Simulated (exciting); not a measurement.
# Pr: single point with PBEsol

Crystal: Pr.

```
Pr
1.0
    -2.09737    2.09737    2.09737
     2.09737   -2.09737    2.09737
     2.09737    2.09737   -2.09737
Pr
1
Direct
  0.00000 0.00000 0.00000
```

This isn't the form of Pr at room conditions, which is double hcp.

- Program: exciting (release sodium)
- Task: single point
- Functional: PBEsol
- Potentials or basis: all-electron LAPW+lo, shipped species files, valence relativity iora*
- rgkmax: 9.5
- k mesh: 9 × 9 × 9
- Occupations: fermi-dirac, width 0.05 eV
- Spin: collinear spin, ferromagnetic start
- reducebf: 0.5
- gmaxvr (cutoff of density and potential): 14 1/bohr
- lmaxapw (and lmaxmat): 10
- lmaxvr: 8
- nempty: 22
- Valence relativity: iora*
- epsengy: 1e-05 Ha
- epspot: 1e-05 Ha
- maxscl: 90
- Muffin-tin radii: Pr 2.3 bohr

The band gap on the k mesh is none (metal or under the smearing width), the net moment is 3.03 μB per cell and the site moments are Pr +2.32 μB. The all electrons inside the program's atomic spheres are Pr 55.54 (radii Pr 2.3 bohr).

Levels at points of the mesh, in eV from the Fermi level:
Spin up:
```csv
k point,band 5,band 6,band 7,band 8,band 9,band 10,band 11,band 12
"(0.00, 0.00, 0.00)",-3.84,-0.14,-0.14,-0.14,0.25,0.25,0.25,0.34
```
Spin down:
```csv
k point,band 3,band 4,band 5,band 6,band 7,band 8
"(0.00, 0.00, 0.00)",-16.56,-16.56,-3.02,1.32,1.32,1.32
```

Wall time 4 min on 1 thread of Arm Neoverse V2, on a shared host, peak memory 0.12 GiB.

Caveat: the magnetic or orbital state may not be the lowest; the log's total energy holds no entropy term; the free energy is that total less TS from the occupations; spin-orbit coupling is left out, which moves the levels of the heavy elements. The state reached can hang on the start; a lower one may exist.
